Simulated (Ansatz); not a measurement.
# MoS2 (P6_3/mmc) in Ansatz: a series of runs

The runs below take MoS2 through single point, equation of state, with r2SCAN+D4.

Everything below comes from runs of Ansatz 0.2.0. Logs are shortened: lines on timing, memory, paths and dates and some standing lists are left out, and cuts for length are marked.

## (1) The crystal as given

It takes space group P6_3/mmc (No. 194, hexagonal). Conventional cell: a = 3.169 Å, b = 3.169 Å, c = 12.324 Å, α = 90.00°, β = 90.00°, γ = 120.00°. Mo (site symmetry -6m2) is surrounded by 6 S at 2.41 Å. S (site symmetry 3m) is surrounded by 3 Mo at 2.41 Å.

## (2) Single point, r2SCAN+D4, 16.79 Å³/atom (volume scaled by 0.94)

Contents of input.yaml:

```yaml
crystal:
  lattice:
    - [3.1043083785, 0.0, 0.0]
    - [-1.5521541893, 2.688409917, 0.0]
    - [0.0, 0.0, 12.0724192038]
  atoms:
    - { symbol: Mo, position: [0.6666666667, 0.3333333333, 0.75] }
    - { symbol: Mo, position: [0.3333333333, 0.6666666667, 0.25] }
    - { symbol: S, position: [0.6666666667, 0.3333333333, 0.377] }
    - { symbol: S, position: [0.3333333333, 0.6666666667, 0.877] }
    - { symbol: S, position: [0.6666666667, 0.3333333333, 0.123] }
    - { symbol: S, position: [0.3333333333, 0.6666666667, 0.623] }
hamiltonian:
  xc: r2scan
  pseudopotentials: { kind: paw }
  dispersion: d4
kpoints:
  mp_grid: { grid: [10, 10, 3] }
scf:
  occupations: { method: fermi_dirac, width: 0.05 }
output:
  forces: true
  stress: true
  eigenvalues: true
```

Potentials or basis: Ansatz PAW.

Started as:

```bash
$ ansatz run input.yaml --threads 2 --pin off --max-ram 5120MiB --backend cpu --events-out ev --progress --plain --runs-dir out
```

Standard output:

```text
Warning: RAYON_NUM_THREADS=2 ignored (pool sized by the plan → 2); use --threads N
Engine: ansatz 0.2.0, aarch64-unknown-linux-gnu
Pseudopotentials: kind: paw
Pseudopotential: Mo, paw, valence charge 14, recommended cutoff 500 eV (meta_gga), Mo.paw.azcp
Pseudopotential: S, paw, valence charge 6, recommended cutoff 500 eV (meta_gga), S.paw.azcp
Functional definition: r2SCAN
  parameter k0 = 0.174
  parameter k1 = 0.065
  parameter a1 = 4.9479
  exchange = r2scan_x(k0 = k0, k1 = k1, a1 = a1)
  correlation = r2scan_c
Crystal: 6 atoms, lattice volume = 100.752 Å³
Basis set: ecut = 500 eV, 2565 PW (Γ), exchange–correlation on 96×96×360 points (64 copies of the dense FFT grid, shifted against one another)
Bands: 32, of which v1, the nominal top of the filled ones, is band 26 counted from 1 (25 counted from 0)
Symmetry: 24 space group operations
Space group: P63/mmc (ITA 194), of the structure as read, at distance tolerance 4.7e-5 Å
k-points: 28 of 300
Non-local potential: Mo, projectors of the file, l = 0: 3, l = 1: 2, l = 2: 2, l = 3: 1
Non-local potential: S, projectors of the file, l = 0: 2, l = 1: 2, l = 2: 2
PAW form: soft (Blöchl's): semilocal exchange-correlation on the pseudo side does not see the compensation charge
PAW frozen core: Mo, regenerated for the run's functional (the file was generated under x = pbe(κ = 0.804, μ = 0.2195149727645171), c = pbe(β = 0.06672455060314922))
PAW frozen core: S, regenerated for the run's functional (the file was generated under x = pbe(κ = 0.804, μ = 0.2195149727645171), c = pbe(β = 0.06672455060314922))
PAW one-centre angular grid: Mo, 590 points (default); XC on 160 Gauss nodes
PAW one-centre angular grid: S, 302 points (default); XC on 160 Gauss nodes
Initial density: superposition of atomic densities (neutral atoms: chi_scale 0, normalization atom), corrected by the library's trained network
Initial wavefunctions: pseudopotential atomic-orbital guess
Functional: x = r2scan, c = r2scan; τ floored in thin density (d = 2e-4 eV/Å³)
SCF iter   1: F=—  HF=-13564.923457 eV  |F-HF|=—  |Δ(HF+E_count)|=         —  Δρ=1.04e-2  dr2=1.22e-1  dr2_τ=1.13e-1  ethr=1.77e-3  ⟨swp⟩=7.4  Hψ=4242  notcnv=0
preconditioner: auto → Resta (q_TF=auto, 2.444 Å⁻¹)  ε∞=7.6  [insulator: Δε(μ)=0.956 eV  Ē_g=8.623 eV  σ=0.050 eV  W_gap=1.00  n_scr=26 (ndim 8)  ℏωp=22.2 eV  f_vac=0.009  D(μ)=0.00/eV (n_scr^D=0)  ε∞_Penn≈7.6]
SCF iter   2: F=—  HF=-13565.020847 eV  |F-HF|=—  |Δ(HF+E_count)|=   9.74e-2  Δρ=5.42e-3  dr2=1.01e-2  dr2_τ=3.64e-3  ethr=2.34e-4  ⟨swp⟩=2.7  Hψ=1760  notcnv=0  defer=15
SCF iter   3: F=—  HF=-13565.026824 eV  |F-HF|=—  |Δ(HF+E_count)|=   5.98e-3  Δρ=2.93e-3  dr2=3.96e-3  dr2_τ=2.78e-4  ethr=1.95e-5  ⟨swp⟩=2.9  Hψ=1614  notcnv=0  defer=15
SCF iter   4: F=—  HF=-13565.029709 eV  |F-HF|=—  |Δ(HF+E_count)|=   2.89e-3  Δρ=2.34e-4  dr2=5.79e-5  dr2_τ=9.71e-6  ethr=7.61e-6  ⟨swp⟩=2.8  Hψ=1550  notcnv=0  defer=15
SCF iter   5: F=—  HF=-13565.029731 eV  |F-HF|=—  |Δ(HF+E_count)|=   2.23e-5  Δρ=7.16e-5  dr2=9.85e-6  dr2_τ=5.33e-7  ethr=1.11e-7  ⟨swp⟩=2.0  Hψ=1311  notcnv=0  defer=15
SCF iter   6: F=—  HF=-13565.029735 eV  |F-HF|=—  |Δ(HF+E_count)|=   3.36e-6  Δρ=1.50e-5  dr2=2.91e-7  dr2_τ=9.94e-9  ethr=1.89e-8  ⟨swp⟩=2.0  Hψ=1359  notcnv=0  defer=15
SCF iter   7: F=-13565.029735 eV  HF=-13565.029735 eV  |F-HF|=6.22e-9  |Δ(HF+E_count)|=   1.42e-7  Δρ=3.75e-6  dr2=1.31e-8  dr2_τ=7.57e-10  ethr=1.92e-10  ⟨swp⟩=8.5  Hψ=4115  notcnv=0
SCF 1 converged in 7 iterations: F = -13565.029735 eV  dr2 = 1.31e-8
SCF converged after 7 iterations
Free energy (F): -13565.029735 eV
Harris-Foulkes:  -13565.029735 eV  (|F-HF|=6.22e-9)
Internal energy: -13565.029734 eV  (E = F + TS)
E sigma→0 (E₀):  -13565.029734 eV
Entropy (-TS):   -0.000001 eV (-0.000 meV/atom)
Fermi energy:    12.343914 eV
--- Per-component energies (eV) ---
  E_band       = -304.442108
  E_kinetic    = 1320.953958
  E_local      = -3834.156450  (includes V_loc(G=0)·N_el)
  E_nonlocal   = 397.838925
  E_hartree    = 1483.239653
  E_xc         = -729.391680
  E_vxc        = -897.933457  (∫ρ·V_xc dr)
  E_paw        = -8872.467769  (= ΣΔE_a)
  E_vpaw       = -309.294650  (= ΣTr[D̂ρ^β])
  E_aug_tail   = 0.000005  (compensation charges beyond the density's cutoff)
  E_vtau       = 51.672202  (kinetic-family band-sum trace: ∫τ·v_τ [+ j·A + Jᵃ·Aᵃ] dr)
  E_ewald      = -3329.177923
  E_disp       = -0.986978  (pairwise vdW)
  E_core_change = -0.881474  (= ΣΔE_core)
  E_smearing   = -0.000001  (= −TS)
  E_closure    = 0.000000  (closes the sum)
  Σ components = -13565.029735   (vs F -13565.029735, Δ=0.00e0)
--- Forces (eV/Å), atoms counted from 1 ---
  atom   1  Mo    -0.00000000     0.00000000     0.00000000
  atom   2  Mo     0.00000000    -0.00000000     0.00000000
  atom   3  S     -0.00000000    -0.00000000     0.84000444
  atom   4  S      0.00000000     0.00000000     0.84000444
  atom   5  S     -0.00000000    -0.00000000    -0.84000444
  atom   6  S      0.00000000     0.00000000    -0.84000444
  max |Σ_I F_I| component: 1.39e-17 eV/Å
--- Stress (GPa, compression-positive) ---
       10.451669      -0.000000       0.000000
       -0.000000      10.451669       0.000000
        0.000000       0.000000      10.184093
  P = ⅓ Tr σ = 10.3625 GPa (103.625 kbar)
--- Band table (eV; the first three rows and the last of 28) ---
  k-point 0: bands = ["-51.6352", "-51.6352", "-25.1083", "-25.1081", "-24.7990", "-24.7990", "-24.7990", "-24.7990", "-4.2654", "-3.9566", "-2.8411", "-2.3138", "4.2555", "5.4213", "7.9573", "8.1435", "8.1435", "8.1578", "8.1578", "9.3824", "9.3824", "9.4352", "9.4352", "10.5018", "10.5437", "11.9056", "14.2285", "14.2285", "14.2552", "14.2552", "14.4519", "14.4519"]
  k-point 1: bands = ["-51.6352", "-51.6352", "-25.1083", "-25.1082", "-24.7990", "-24.7990", "-24.7990", "-24.7990", "-4.2036", "-4.0536", "-2.6924", "-2.4334", "4.4897", "5.0485", "8.1470", "8.1470", "8.1542", "8.1542", "8.4820", "9.3956", "9.3956", "9.4220", "9.4220", "9.5062", "11.3043", "11.7609", "14.2295", "14.2295", "14.2405", "14.2405", "14.5118", "14.5118"]
  k-point 2: bands = ["-51.6296", "-51.6296", "-25.0976", "-25.0975", "-24.8507", "-24.8507", "-24.8105", "-24.8105", "-4.0924", "-3.7855", "-2.7654", "-2.2613", "4.4430", "5.6008", "7.6108", "7.7967", "7.8240", "8.3173", "8.3404", "8.7970", "9.1181", "9.1783", "9.5713", "10.5181", "10.7381", "11.5777", "14.0896", "14.1421", "14.1557", "14.2396", "14.3081", "14.4842"]
  k-point 27: bands = ["-51.5706", "-51.5706", "-25.2157", "-25.2157", "-25.0979", "-25.0979", "-24.9832", "-24.9832", "-1.6594", "-1.6551", "-1.5984", "-1.5956", "5.0349", "5.1192", "5.6296", "5.7221", "6.7837", "6.8394", "7.0768", "7.1576", "7.8381", "8.0378", "8.7334", "8.9679", "10.8534", "10.9441", "13.1749", "13.2195", "14.1140", "14.6402", "14.9926", "15.0692"]
```

Wall time 12 s (2 threads of Arm Neoverse N1, shared host); peak memory 0.61 GiB.

What came out:

| Item | Value |
| --- | --- |
| Free energy | -13565.0297 eV |
| Pressure | 10.4 GPa |
| Largest force | 0.840 eV/Å |
| Band gap on the k mesh | 0.97 eV, indirect (least direct gap 2.15 eV) |

Caveat: odd divisions of the mesh miss points on the zone boundary, where band edges often lie, so the gap on the mesh can be too wide; the PAW data sets come from PBE, with cores solved anew for the run's functional, which leaves a small shift of forces and pressure.

## (3) Single point, r2SCAN+D4, 17.15 Å³/atom (volume scaled by 0.96)

Changes to input.yaml since step 2:

```diff
@@ -2,5 +2,5 @@
   lattice:
-    - [3.1043083785, 0.0, 0.0]
-    - [-1.5521541893, 2.688409917, 0.0]
-    - [0.0, 0.0, 12.0724192038]
+    - [3.1261704254, 0.0, 0.0]
+    - [-1.5630852127, 2.707343005, 0.0]
+    - [0.0, 0.0, 12.1574390416]
   atoms:
```

Potentials or basis: Ansatz PAW.

Started as:

```bash
$ ansatz run input.yaml --threads 2 --pin off --max-ram 5120MiB --backend cpu --events-out ev --progress --plain --runs-dir out
```

It took 12 s on 2 threads of Arm Neoverse N1, shared host; peak memory 0.62 GiB.

Results (log left out):

```yaml
Free_energy: -13565.1410 eV
Pressure: 6.3 GPa
Largest_force: 0.451 eV/Å
Band_gap_on_the_k_mesh: 1.00 eV, indirect (least direct gap 2.09 eV)
```

Caveat: odd divisions of the mesh miss points on the zone boundary, where band edges often lie, so the gap on the mesh can be too wide; the PAW data sets come from PBE, with cores solved anew for the run's functional, which leaves a small shift of forces and pressure.

## (4) Single point, r2SCAN+D4, 17.51 Å³/atom (volume scaled by 0.98)

Changes to input.yaml since step 3:

```diff
@@ -2,5 +2,5 @@
   lattice:
-    - [3.1261704254, 0.0, 0.0]
-    - [-1.5630852127, 2.707343005, 0.0]
-    - [0.0, 0.0, 12.1574390416]
+    - [3.1477309028, 0.0, 0.0]
+    - [-1.5738654514, 2.7260149261, 0.0]
+    - [0.0, 0.0, 12.2412860984]
   atoms:
@@ -24 +24,5 @@
   eigenvalues: true
+  write_density: true
+  write_potential: true
+  elf: true
+  volumetric_format: npy
```

Started as:

```bash
$ ansatz run input.yaml --threads 2 --pin off --max-ram 5120MiB --backend cpu --events-out ev --progress --plain --runs-dir out
```

Run time: 15 s. Hardware: 2 threads of Arm Neoverse N1, shared host; peak memory 0.61 GiB.

It converged, with:

```yaml
Free_energy: -13565.2012 eV
Pressure: 2.7 GPa
Largest_force: 0.091 eV/Å
Band_gap_on_the_k_mesh: 1.01 eV, indirect (least direct gap 2.04 eV)
```

Caveat: odd divisions of the mesh miss points on the zone boundary, where band edges often lie, so the gap on the mesh can be too wide; the PAW data sets come from PBE, with cores solved anew for the run's functional, which leaves a small shift of forces and pressure.

## (5) Single point, r2SCAN+D4, 17.86 Å³/atom

Changes to input.yaml since step 4:

```diff
@@ -2,5 +2,5 @@
   lattice:
-    - [3.1477309028, 0.0, 0.0]
-    - [-1.5738654514, 2.7260149261, 0.0]
-    - [0.0, 0.0, 12.2412860984]
+    - [3.169, 0.0, 0.0]
+    - [-1.5845, 2.7444345046, 0.0]
+    - [0.0, 0.0, 12.324]
   atoms:
```

Started as:

```bash
$ ansatz run input.yaml --threads 2 --pin off --max-ram 5120MiB --backend cpu --events-out ev --progress --plain --runs-dir out
```

Wall time 17 s (2 threads of Arm Neoverse N1, shared host); peak memory 0.61 GiB.

Results (log left out):

```yaml
Free_energy: -13565.2156 eV
Pressure: -0.5 GPa
Largest_force: 0.242 eV/Å
Band_gap_on_the_k_mesh: 1.03 eV, indirect (least direct gap 1.98 eV)
```

Caveat: odd divisions of the mesh miss points on the zone boundary, where band edges often lie, so the gap on the mesh can be too wide; the PAW data sets come from PBE, with cores solved anew for the run's functional, which leaves a small shift of forces and pressure.

## (6) Single point, r2SCAN+D4, 18.22 Å³/atom (volume scaled by 1.02)

Changes to input.yaml since step 5:

```diff
@@ -2,5 +2,5 @@
   lattice:
-    - [3.169, 0.0, 0.0]
-    - [-1.5845, 2.7444345046, 0.0]
-    - [0.0, 0.0, 12.324]
+    - [3.1899873666, 0.0, 0.0]
+    - [-1.5949936833, 2.7626100972, 0.0]
+    - [0.0, 0.0, 12.4056182726]
   atoms:
@@ -24,5 +24 @@
   eigenvalues: true
-  write_density: true
-  write_potential: true
-  elf: true
-  volumetric_format: npy
```

Potentials or basis: Ansatz PAW.

Started as:

```bash
$ ansatz run input.yaml --threads 2 --pin off --max-ram 5120MiB --backend cpu --events-out ev --progress --plain --runs-dir out
```

Wall time 14 s (2 threads of Arm Neoverse N1, shared host); peak memory 0.63 GiB.

The run converged. Its results:

| Quantity | Value |
| --- | --- |
| Free energy | -13565.1889 eV |
| Pressure | -3.4 GPa |
| Largest force | 0.550 eV/Å |
| Band gap on the k mesh | 1.04 eV, indirect (least direct gap 1.93 eV) |

Caveat: odd divisions of the mesh miss points on the zone boundary, where band edges often lie, so the gap on the mesh can be too wide; the PAW data sets come from PBE, with cores solved anew for the run's functional, which leaves a small shift of forces and pressure.

## (7) Single point, r2SCAN+D4, 18.58 Å³/atom (volume scaled by 1.04)

Changes to input.yaml since step 6:

```diff
@@ -2,5 +2,5 @@
   lattice:
-    - [3.1899873666, 0.0, 0.0]
-    - [-1.5949936833, 2.7626100972, 0.0]
-    - [0.0, 0.0, 12.4056182726]
+    - [3.2107021507, 0.0, 0.0]
+    - [-1.6053510754, 2.7805496265, 0.0]
+    - [0.0, 0.0, 12.4861764927]
   atoms:
```

Started as:

```bash
$ ansatz run input.yaml --threads 2 --pin off --max-ram 5120MiB --backend cpu --events-out ev --progress --plain --runs-dir out
```

It took 14 s on 2 threads of Arm Neoverse N1, shared host; peak memory 0.64 GiB.

It converged, with:

```yaml
Free_energy: -13565.1253 eV
Pressure: -6.0 GPa
Largest_force: 0.834 eV/Å
Band_gap_on_the_k_mesh: 1.06 eV, indirect (least direct gap 1.88 eV)
```

Caveat: odd divisions of the mesh miss points on the zone boundary, where band edges often lie, so the gap on the mesh can be too wide; the PAW data sets come from PBE, with cores solved anew for the run's functional, which leaves a small shift of forces and pressure.

## (8) Single point, r2SCAN+D4, 18.94 Å³/atom (volume scaled by 1.06)

Changes to input.yaml since step 7:

```diff
@@ -2,5 +2,5 @@
   lattice:
-    - [3.2107021507, 0.0, 0.0]
-    - [-1.6053510754, 2.7805496265, 0.0]
-    - [0.0, 0.0, 12.4861764927]
+    - [3.2311530343, 0.0, 0.0]
+    - [-1.6155765171, 2.7982606112, 0.0]
+    - [0.0, 0.0, 12.5657084235]
   atoms:
@@ -24 +24,5 @@
   eigenvalues: true
+  write_density: true
+  write_potential: true
+  elf: true
+  volumetric_format: npy
```

Started as:

```bash
$ ansatz run input.yaml --threads 2 --pin off --max-ram 5120MiB --backend cpu --events-out ev --progress --plain --runs-dir out
```

It took 18 s on 2 threads of Arm Neoverse N1, shared host; peak memory 0.64 GiB.

The run converged. Its results:

```yaml
Free_energy: -13565.0285 eV
Pressure: -8.4 GPa
Largest_force: 1.098 eV/Å
Band_gap_on_the_k_mesh: 1.07 eV, indirect (least direct gap 1.83 eV)
```

Caveat: odd divisions of the mesh miss points on the zone boundary, where band edges often lie, so the gap on the mesh can be too wide; the PAW data sets come from PBE, with cores solved anew for the run's functional, which leaves a small shift of forces and pressure; forces of over 1 eV/Å show positions far from the minimum, so gaps and moduli don't describe the material at rest.

## (9) Equation of state, r2SCAN+D4

Potentials or basis: Ansatz PAW.

This step only gathers the single runs of the series.

Results:

```yaml
Equilibrium_volume: 17.80 Å³/atom
Bulk_modulus_at_fixed_shape_and_positions: 156 GPa
Pressure_derivative_of_the_bulk_modulus: 4.4
```

Energy against volume, from the lowest point:
```tsv
volume (Å³/atom)	energy (meV/atom)
16.792	30.98
17.149	12.44
17.507	2.40
17.864	0.00
18.221	4.45
18.578	15.06
18.936	31.19
```

Caveat: the cell was scaled at fixed shape and fractional positions, which overstates the stiffness of a crystal with free parameters, most of all of layers and chains; the PAW data sets were made with another functional, which shifts forces and pressure a little.
